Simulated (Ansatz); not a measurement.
## KTaO$_{3}$: pressure against volume, fitted

```
CELL_PARAMETERS angstrom
3.98830 0.00000 0.00000
0.00000 3.98830 0.00000
0.00000 0.00000 3.98830
ATOMIC_POSITIONS crystal
K 0.50000 0.50000 0.50000
Ta 0.00000 0.00000 0.00000
O 0.50000 0.00000 0.00000
O 0.00000 0.50000 0.00000
O 0.00000 0.00000 0.50000
```

Atoms are numbered in the order listed.

The cell comes from COD entry 2102087, which wasn't checked; take it as a given geometry.

No spin–orbit coupling, which matters for the heavy atoms here.

Method: Ansatz 0.2.0, DFT, PBE, all-electron LAPW, scalar-relativistic.

Settings: a Γ-centred 5×5×5 k mesh, Fermi–Dirac smearing of 0.01 eV, basis error target 0.5 meV/atom, no spin polarisation.

The cell is scaled evenly. Fractional coordinates are held (clamped ions).

| V (Å³/atom) | P (GPa) |
| --- | --- |
| 11.927 | 20.39 |
| 12.434 | 9.93 |
| 12.561 | 7.65 |
| 12.688 | 5.49 |
| 12.815 | 3.43 |
| 12.942 | 1.48 |
| 13.196 | -2.11 |
| 13.449 | -5.35 |

**Question.** Fit a third-order Birch–Murnaghan curve to the pressures.

**Answer.** P = (3B0/2)(y^(7/2) − y^(5/2))[1 + (3/4)(B0′ − 4)(y − 1)] with y = (V0/V)^(2/3) fits within 0.01 GPa for V0 = 13.043 Å³/atom, B0 = 186.8 GPa and B0′ = 4.43.

**Question.** Predict the pressure at the withheld volume, 12.180 Å³/atom.

**Answer.** There y = 1.0467, so the fit gives 14.88 GPa; the run gave 14.88 GPa.
